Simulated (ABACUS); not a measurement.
Crystal: BAs.

```xyz
2
Lattice="0.0000 2.3885 2.3885 2.3885 0.0000 2.3885 2.3885 2.3885 0.0000" Properties=species:S:1:pos:R:3 pbc="T T T"
As    3.5827    3.5827    3.5827
B     0.0000    0.0000    0.0000
```

Program: ABACUS 3.10.1. Alike in all runs: task single point; no spin polarisation; cell as given; smearing fermi-dirac 0.05 eV.

**Question.** Order these runs on this cell by their band gap on the k mesh, lowest first.
A. level HSE-type (share 0.4, screening 0.11/bohr); potentials or basis PseudoDojo NC SR 0.4.1 PBE standard, DZP LCAO (the cutoffs set its grid); k mesh 4 × 4 × 4; cutoff (eV) 1361; SCF threshold on the density 1e-07; eigensolver genelpa; share of exact exchange 0.4; screening of the exchange 0.11 1/bohr; threshold of the auxiliary basis 0.001; mesh quality coarse
B. level HSE-type (share 0.1, screening 0.11/bohr); potentials or basis PseudoDojo NC SR 0.4.1 PBE standard, DZP LCAO (the cutoffs set its grid); k mesh 4 × 4 × 4; cutoff (eV) 1361; SCF threshold on the density 1e-07; eigensolver genelpa; share of exact exchange 0.1; screening of the exchange 0.11 1/bohr; threshold of the auxiliary basis 0.001; mesh quality coarse
C. level HSE-type (share 0.25, screening 0.11/bohr); potentials or basis PseudoDojo NC SR 0.4.1 PBE standard, DZP LCAO (the cutoffs set its grid); k mesh 4 × 4 × 4; cutoff (eV) 1361; SCF threshold on the density 1e-07; eigensolver genelpa; share of exact exchange 0.25; screening of the exchange 0.11 1/bohr; threshold of the auxiliary basis 0.001; mesh quality coarse
D. level PBE; potentials or basis PseudoDojo NC SR 0.4.1 PBE standard, DZP LCAO (the cutoffs set its grid); k mesh 4 × 4 × 4; cutoff (eV) 1361; SCF threshold on the density 1e-07; eigensolver genelpa; mesh quality coarse
E. level PBEsol; potentials or basis PseudoDojo NC SR 0.4.1 PBEsol standard, plane waves; k mesh 10 × 10 × 10; cutoff (eV) 1143; SCF threshold on the density 1e-08; eigensolver dav; mesh quality not flagged

**Answer.** E (1.10 eV), D (1.48 eV), B (1.88 eV), C (2.44 eV), A (3.03 eV).

Caveats: some runs use coarse meshes; the atomic orbitals were generated for these runs and aren't a published set (some runs); the basis of atomic orbitals isn't converged, which shifts pressures, moduli and gaps (some runs); the hybrid runs on potentials with a model core (some runs); gaps of hybrids in this basis differ from plane-wave ones by up to 0.1 eV (some runs).

A k mesh can miss the band edges.
